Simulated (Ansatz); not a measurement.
Eigenvalues along a path: Te (bcc type)

```
CELL_PARAMETERS angstrom
-1.92657 1.92657 1.92657
1.92657 -1.92657 1.92657
1.92657 1.92657 -1.92657
ATOMIC_POSITIONS crystal
Te 0.00000 0.00000 0.00000
```

The cell comes from a relaxation on PAW files under the same functional, begun from a prototype that needn't be the stable phase.

Level of theory: DFT with PBE, scalar-relativistic, in Ansatz 0.2.0; a Γ-centred 14×14×14 k mesh, Fermi–Dirac smearing of 0.05 eV, no spin polarisation. LAPW: all electrons, basis error target 1 meV/atom.

Spin–orbit coupling is left out, which matters for the heavy atoms.

Path points, in fractions of the reciprocal vectors: Γ (0.000, 0.000, 0.000), H (0.500, -0.500, 0.500), N (0.000, 0.000, 0.500), P (0.250, 0.250, 0.250). The distance column jumps between branches of the path. Levels in eV from the Fermi level; bands 10 to 14, counted from the lowest band of the run. The gap is zero, the pressure 0.01 GPa.

```
# k(1/Å) point b10 b11 b12 b13 b14
0.000 Γ -13.77 3.01 3.01 3.01 9.81
0.233 - -13.59 2.13 2.54 2.54 9.76
0.466 - -13.05 0.45 1.40 1.40 7.71
0.699 - -12.18 -1.13 0.06 0.06 6.03
0.932 - -11.06 -2.33 -1.15 -1.15 4.72
1.165 - -9.87 -2.99 -2.09 -2.09 3.78
1.398 - -8.94 -3.05 -2.67 -2.67 3.22
1.631 H -8.60 -2.87 -2.87 -2.87 3.03
1.795 - -8.76 -3.13 -2.77 -2.64 3.25
1.960 - -9.17 -3.73 -2.48 -2.03 3.90
2.125 - -9.66 -4.40 -2.01 -1.21 4.94
2.290 - -10.11 -4.99 -1.41 -0.28 6.17
2.454 - -10.47 -5.45 -0.73 0.70 6.77
2.619 - -10.69 -5.73 -0.15 1.60 6.10
2.784 N -10.77 -5.82 0.10 2.04 5.62
2.948 - -11.05 -5.35 0.20 2.09 5.73
3.113 - -11.69 -4.19 0.49 2.22 6.05
3.278 - -12.37 -2.64 0.96 2.42 6.60
3.443 - -12.96 -0.90 1.56 2.63 7.38
3.607 - -13.41 0.85 2.22 2.83 8.39
3.772 - -13.68 2.35 2.78 2.96 9.55
3.937 Γ -13.77 3.01 3.01 3.01 9.81
4.139 - -13.63 2.02 2.83 2.83 9.44
4.340 - -13.23 0.12 2.19 2.19 8.65
4.542 - -12.58 -1.75 1.11 1.11 8.69
4.744 - -11.75 -3.27 -0.17 -0.17 9.43
4.946 - -10.91 -4.20 -1.41 -1.41 10.62
5.147 - -10.33 -4.26 -2.47 -2.47 12.04
5.349 P -10.17 -3.30 -3.30 -3.30 13.31
5.551 - -10.23 -3.87 -3.87 -1.60 10.84
5.752 - -10.25 -4.15 -4.15 0.37 8.33
5.954 - -10.12 -4.17 -4.17 1.54 7.18
6.156 - -9.81 -3.94 -3.94 0.63 6.67
6.358 - -9.33 -3.53 -3.53 -1.02 4.84
6.559 - -8.83 -3.08 -3.08 -2.34 3.53
6.761 H -8.60 -2.87 -2.87 -2.87 3.03
8.173 P -10.17 -3.30 -3.30 -3.30 13.31
8.290 - -10.20 -3.96 -3.18 -2.56 12.34
8.406 - -10.30 -4.52 -2.81 -1.74 11.29
8.523 - -10.43 -4.98 -2.26 -0.85 9.82
8.639 - -10.56 -5.35 -1.56 0.07 8.33
8.756 - -10.67 -5.61 -0.81 0.97 7.00
8.872 - -10.74 -5.77 -0.17 1.72 6.01
8.989 N -10.77 -5.82 0.10 2.04 5.62
```
